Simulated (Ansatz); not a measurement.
Crystal: MoS2.

```xyz
6
Lattice="3.1690 0.0000 0.0000 -1.5845 2.7444 0.0000 0.0000 0.0000 12.3240" Properties=species:S:1:pos:R:3 pbc="T T T"
Mo    1.5845    0.9148    9.2430
Mo    0.0000    1.8296    3.0810
S     1.5845    0.9148    4.6461
S     0.0000    1.8296   10.8081
S     1.5845    0.9148    1.5159
S     0.0000    1.8296    7.6779
```

Base run:

| Property | Result |
| --- | --- |
| Program | Ansatz 0.2.0 |
| Functional | BLYP |
| Potentials or basis | Ansatz PAW |
| Cutoff | 420 eV (not typed: the program's choice for these potentials) |
| k mesh | 10 × 10 × 3 |
| Occupations | fermi-dirac, width 0.05 eV |
| Spin | no spin polarisation |

Its results: band gap on the k mesh 0.94 eV, indirect (least direct gap 1.86 eV); pressure 9.4 GPa; largest force 0.329 eV/Å.

Problem. The run is repeated on the same cell with these changes: functional from BLYP to PBE. What comes out?

Solution. Band gap on the k mesh 0.93 eV, indirect (least direct gap 1.87 eV); pressure 2.0 GPa; largest force 0.065 eV/Å.

PBE binds more tightly than BLYP, so the same cell stands under less pressure.

Caveats: this functional lacks dispersion, which binds the layers, so the pressure and a relaxed spacing across them are unreliable; the PAW data sets come from PBE, with cores solved anew for the run's functional, which leaves a small shift of forces and pressure (some runs).

A k mesh can miss the band edges.
